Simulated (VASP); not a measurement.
# LiF in VASP: one cell, several levels of theory, part 1 of 2

Aim: gap, levels, forces and stress of LiF built on the rocksalt prototype, under -4.0 % biaxial strain in the (111) plane, free along [111] at fixed geometry. Runs: PBE, r2SCAN. The results are then set beside those of Ansatz 0.2.0 for the same cell.

The runs shown are made with VASP 6.6.1. PAW datasets, plane waves. Calculated at 0 K for a non-magnetic cell.

### Step 1. Starting point

The cell comes from an earlier relaxation with r2SCAN in another program, then strained, with the atoms relaxed again.

The symmetry is R-3m (No. 166, trigonal); conventional cell a = 2.708 Å, c = 7.018 Å, 7.43 Å³ an atom. Around Li lie 6 F at 1.95 Å; around F lie 6 Li at 1.95 Å.

The structure in full:

```
CELL_PARAMETERS angstrom
0.07398 1.98906 1.98906
1.98906 0.07398 1.98906
1.98906 1.98906 0.07398
ATOMIC_POSITIONS crystal
Li 0.00000 0.00000 0.00000
F 0.50000 0.50000 0.50000
```

### Step 2. PBE

Input file INCAR:

```
ENCUT = 520.000000
SIGMA = 0.020000
EDIFF = 1.00e-07
GGA = PE
PREC = Accurate
IBRION = -1
ISIF = 2
ISMEAR = -1
NBANDS = 12
NELM = 120
NSW = 0
LASPH = .TRUE.
LCHARG = .TRUE.
LELF = .TRUE.
LWAVE = .FALSE.
LREAL = .FALSE.
```

Input file KPOINTS:

```
KPOINTS created by Atomic Simulation Environment
0
Gamma
10 10 10
0 0 0
```

Input file KPOINTS_OPT:

```
special points
6
Reciprocal
0.0000000000 0.0000000000 0.0000000000 1
0.5000000000 0.0000000000 0.5000000000 1
0.6250000000 0.2500000000 0.6250000000 1
0.3750000000 0.3750000000 0.7500000000 1
0.5000000000 0.5000000000 0.5000000000 1
0.5000000000 0.2500000000 0.7500000000 1
```

Input file POSCAR:

```
Li F
 1.0000000000000000
     0.0739833607000000    1.9890602287000001    1.9890602287000001
     1.9890602287000001    0.0739833607000000    1.9890602287000001
     1.9890602287000001    1.9890602287000001    0.0739833607000000
 Li  F
   1   1
Cartesian
  0.0000000000000000  0.0000000000000000  0.0000000000000000
  2.0260519090500000  2.0260519090500000  2.0260519090499995
```

Potentials: the recommended PBE PAW datasets, 10 valence electrons in the neutral cell.

Command:

```bash
mpirun -np 1 vasp_std
```

Printed to the terminal (iteration lines stand in OSZICAR):

```text
POSCAR found type information on POSCAR LiF
 POSCAR found :  2 types and       2 ions
 LDA part: xc-table for (Slater+PW92), standard interpolation
 POSCAR, INCAR and KPOINTS ok, starting setup
 FFT: planning ... GRIDC
 FFT: planning ... GRID_SOFT
 FFT: planning ... GRID
 WAVECAR not read
 entering main loop
 Start KPOINTS_OPT (optional k-point list driver)
k-point batch [1-6\6]
```

OSZICAR:

```text
N       E                     dE             d eps       ncg     rms          rms(c)
DAV:   1     0.320968817833E+02    0.32097E+02   -0.55783E+03  2904   0.853E+02
DAV:   2    -0.909065437529E+01   -0.41188E+02   -0.40222E+02  3428   0.190E+02
DAV:   3    -0.100723924619E+02   -0.98174E+00   -0.97960E+00  3572   0.260E+01
DAV:   4    -0.100807321214E+02   -0.83397E-02   -0.83391E-02  3192   0.259E+00
DAV:   5    -0.100808067539E+02   -0.74632E-04   -0.74632E-04  3604   0.190E-01    0.456E+00
DAV:   6    -0.955495461629E+01    0.52585E+00   -0.23651E+00  3208   0.982E+00    0.132E+00
DAV:   7    -0.955903187113E+01   -0.40773E-02   -0.22813E-02  3628   0.132E+00    0.846E-01
DAV:   8    -0.956535661587E+01   -0.63247E-02   -0.13686E-02  3460   0.122E+00    0.107E-01
DAV:   9    -0.956535440631E+01    0.22096E-05   -0.90482E-04  3212   0.275E-01    0.411E-02
DAV:  10    -0.956542877862E+01   -0.74372E-04   -0.11102E-04  3264   0.854E-02    0.153E-02
DAV:  11    -0.956542762953E+01    0.11491E-05   -0.58555E-06  3548   0.226E-02    0.320E-03
DAV:  12    -0.956542773005E+01   -0.10052E-06   -0.44994E-07  3296   0.591E-03    0.879E-04
DAV:  13    -0.956542772233E+01    0.77135E-08   -0.79357E-08  2588   0.257E-03
   1 F= -.95654277E+01 E0= -.95654277E+01  d E =-.164726E-13
       N       E                     dE             ncg
DAV:   1     0.769079620393E+03   -0.30173E+04      152
DAV:   2     0.513302095113E+03   -0.25578E+03      172
DAV:   3     0.506730866893E+03   -0.65712E+01      212
DAV:   4     0.506685807141E+03   -0.45060E-01      168
DAV:   5     0.506685344955E+03   -0.46219E-03      176
DAV:   6     0.506685338503E+03   -0.64524E-05      192
DAV:   7     0.506685338401E+03   -0.10229E-06      180
DAV:   8     0.506685338401E+03    0.99476E-10      156
```

The lines after F= are the extra pass for the points of KPOINTS_OPT, at fixed density; their E is not a total energy.

OUTCAR, selected sections:

```text
k-points           NKPTS =    116   k-points in BZ     NKDIM =    116   number of bands    NBANDS=     12

   NELECT =      10.0000    total number of electrons

   dimension x,y,z NGX =    24 NGY =   24 NGZ =   24
   dimension x,y,z NGXF=    48 NGYF=   48 NGZF=   48

  energy-cutoff  :      520.00
  volume of cell :       14.86
      direct lattice vectors                 reciprocal lattice vectors
     0.073983361  1.989060229  1.989060229    -0.265853039  0.256319212  0.256319212
     1.989060229  0.073983361  1.989060229     0.256319212 -0.265853039  0.256319212
     1.989060229  1.989060229  0.073983361     0.256319212  0.256319212 -0.265853039

 k-points in reciprocal lattice and weights: KPOINTS created by Atomic Simulation Env
   0.00000000  0.00000000  0.00000000       0.001
   0.10000000 -0.00000000 -0.00000000       0.006
   0.20000000 -0.00000000 -0.00000000       0.006
   0.30000000  0.00000000 -0.00000000       0.006
   0.40000000 -0.00000000 -0.00000000       0.006
   0.50000000  0.00000000  0.00000000       0.003
   0.10000000  0.10000000 -0.00000000       0.006
   0.20000000  0.10000000 -0.00000000       0.012
[... 108 more k-points ...]

 E-fermi :   0.2700

 k-point     1 :       0.0000    0.0000    0.0000
  band No.  band energies     occupation
      1     -41.1548      2.00000
      2     -20.6499      2.00000
      3      -0.6369      2.00000
      4      -0.2720      2.00000
      5      -0.2720      2.00000
      6       9.5698      0.00000
      7      23.6237      0.00000
      8      24.2051      0.00000
      9      25.0913      0.00000
     10      25.0913      0.00000
     11      25.5615      0.00000
     12      25.5615      0.00000

 k-point     2 :       0.1000   -0.0000   -0.0000
  band No.  band energies     occupation
      1     -41.1460      2.00000
      2     -20.6015      2.00000
      3      -0.7209      2.00000
      4      -0.5361      2.00000
      5      -0.3067      2.00000
      6       9.8544      0.00000
      7      21.9297      0.00000
      8      22.9269      0.00000
      9      23.6645      0.00000
     10      25.0798      0.00000
     11      26.3195      0.00000
     12      26.7122      0.00000

 k-point     3 :       0.2000   -0.0000   -0.0000
  band No.  band energies     occupation
      1     -41.1229      2.00000
      2     -20.4701      2.00000
      3      -1.4256      2.00000
      4      -0.6726      2.00000
      5      -0.3955      2.00000
      6      10.4534      0.00000
      7      19.4306      0.00000
      8      21.3062      0.00000
      9      21.9633      0.00000
     10      26.3531      0.00000
     11      27.3640      0.00000
     12      28.2203      0.00000

 k-point     4 :       0.3000    0.0000   -0.0000
  band No.  band energies     occupation
      1     -41.0945      2.00000
      2     -20.2994      2.00000
      3      -2.3008      2.00000
      4      -0.7394      2.00000
      5      -0.5015      2.00000
      6      10.8454      0.00000
      7      18.0347      0.00000
      8      19.9331      0.00000
      9      20.5688      0.00000
     10      28.1049      0.00000
     11      28.9106      0.00000
     12      30.1208      0.00000

 k-point     5 :       0.4000   -0.0000   -0.0000
  band No.  band energies     occupation
      1     -41.0715      2.00000
      2     -20.1535      2.00000
      3      -2.9613      2.00000
      4      -0.7874      2.00000
      5      -0.5845      2.00000
      6      10.8371      0.00000
      7      17.6945      0.00000
      8      19.0255      0.00000
      9      19.6786      0.00000
     10      30.1063      0.00000
     11      30.6211      0.00000
     12      32.0898      0.00000

 k-point     6 :       0.5000    0.0000    0.0000
  band No.  band energies     occupation
      1     -41.0628      2.00000
      2     -20.0961      2.00000
      3      -3.2051      2.00000
      4      -0.8049      2.00000
      5      -0.6155      2.00000
      6      10.7603      0.00000
      7      17.7152      0.00000
      8      18.7045      0.00000
      9      19.3741      0.00000
     10      31.4263      0.00000
     11      31.5755      0.00000
     12      33.0723      0.00000

 k-point     7 :       0.1000    0.1000   -0.0000
  band No.  band energies     occupation
      1     -41.1437      2.00000
      2     -20.5887      2.00000
      3      -0.7983      2.00000
      4      -0.5149      2.00000
      5      -0.3788      2.00000
      6       9.9763      0.00000
      7      21.8169      0.00000
      8      23.1145      0.00000
      9      23.2031      0.00000
     10      23.3991      0.00000
     11      27.2914      0.00000
     12      28.4169      0.00000

 k-point     8 :       0.2000    0.1000   -0.0000
  band No.  band energies     occupation
      1     -41.1260      2.00000
      2     -20.4851      2.00000
      3      -1.2375      2.00000
      4      -0.7708      2.00000
      5      -0.4599      2.00000
      6      10.5518      0.00000
      7      19.8644      0.00000
      8      21.4915      0.00000
      9      21.9711      0.00000
     10      24.3244      0.00000
     11      28.4869      0.00000
     12      29.7480      0.00000

 k-point     9 :       0.3000    0.1000    0.0000
  band No.  band energies     occupation
      1     -41.0997      2.00000
      2     -20.3240      2.00000
      3      -2.0346      2.00000
      4      -0.8877      2.00000
      5      -0.5987      2.00000
      6      11.1326      0.00000
      7      18.0517      0.00000
      8      20.3608      0.00000
      9      20.7762      0.00000
     10      25.9971      0.00000
     11      29.7354      0.00000
     12      31.0574      0.00000

 k-point    10 :       0.4000    0.1000    0.0000
  band No.  band energies     occupation
      1     -41.0749      2.00000
      2     -20.1627      2.00000
      3      -2.7469      2.00000
      4      -0.9400      2.00000
      5      -0.7565      2.00000
      6      11.3143      0.00000
      7      17.3042      0.00000
      8      19.4633      0.00000
      9      19.9635      0.00000
     10      28.0126      0.00000
     11      31.3271      0.00000
     12      32.4286      0.00000

[... the tables of k-points 11 to 116 left out ...]

  Total        0.9713167      0.9713167      0.9713167     -0.2670737     -0.2670737     -0.2670737
  in kB      104.7173093    104.7173093    104.7173093    -28.7931208    -28.7931208    -28.7931208
  external PRESSURE =     104.7173093 kB  Pullay stress =       0.0000000 kB

 POSITION                                       TOTAL-FORCE (eV/Angst)
 -----------------------------------------------------------------------------------
      0.00000      0.00000      0.00000        -0.000000     -0.000000     -0.000000
      2.02605      2.02605      2.02605         0.000000      0.000000      0.000000
 -----------------------------------------------------------------------------------
    total drift:                                0.000000     -0.000000      0.000000

  FREE ENERGIE OF THE ION-ELECTRON SYSTEM (eV)
  ---------------------------------------------------
  free  energy   TOTEN  =        -9.5654277223 eV

  energy  without entropy=       -9.5654277223  energy(sigma->0) =       -9.56542772
```

Hardware: 1 MPI rank of Intel Xeon Platinum 8488C, shared host.

The levels at the points of KPOINTS_OPT are read from vasprun.xml.

Band energies at the special points (eV, zero at the top of v, the last band that the electrons fill by count):

```tsv
point	v−1	v	c	c+1
Γ	0.00	0.00	9.84	23.90
X	-1.45	-1.08	15.55	16.75
U	-1.97	-0.81	15.00	15.76
K	-1.97	-0.81	15.00	15.76
L	-0.20	-0.20	11.44	17.12
W	-2.46	-1.01	15.40	15.94
```

The PBE gap is 9.84 eV, direct at Γ. The pressure is 10.47 GPa; the forces vanish within 0.01 eV/Å.

Axes a, b and c in the maps are those of this run's conventional cell (a, b, c = 2.708, 2.708, 7.018 Å).

Density in a lattice plane of the grid's cell (edges 2.71 and 7.02 Å, at 0.000 of the third edge), which holds Li and F.

Ten even steps from ' ' (0.05 e/Å³) to '@' (14.01 e/Å³):
```
::..              ..
                    
                    
                    
                    
                    
                    
                    
++--..          ..--
@@**::          ::**
++--..          ..--
                    
                    
                    
                    
                    
                    
                    
::..              ..
##--              --
```
Columns run along the first of these edges and rows up along the second, over one cell in 10 and 20 even steps from the bottom left corner. Atoms in the plane (fractional): Li at (0.00, 0.00), F at (0.00, 0.50).

ELF in the same plane.

Values, 12 rows by 6 columns:
```
0.19 0.01 0.29 0.51 0.29 0.01
0.02 0.12 0.59 0.75 0.59 0.12
0.02 0.05 0.29 0.42 0.29 0.05
0.22 0.11 0.02 0.01 0.02 0.11
0.81 0.77 0.31 0.02 0.31 0.77
0.47 0.79 0.59 0.03 0.59 0.79
0.81 0.77 0.31 0.02 0.31 0.77
0.22 0.11 0.02 0.01 0.02 0.11
0.02 0.05 0.29 0.42 0.29 0.05
0.02 0.12 0.59 0.75 0.59 0.12
0.19 0.01 0.29 0.51 0.29 0.01
0.99 0.54 0.02 0.03 0.02 0.54
```
Columns run along the first of these edges and rows up along the second, over one cell in 6 and 12 even steps from the bottom left corner. Atoms in the plane (fractional): Li at (0.00, 0.00), F at (0.00, 0.50).

Both are smooth fields of the valence electrons: close to the nuclei they are not physical.

Outside the cores ELF peaks at 0.83 in the shell around F, 0.6 Å from F.

(Continued in part 2 of 2.)
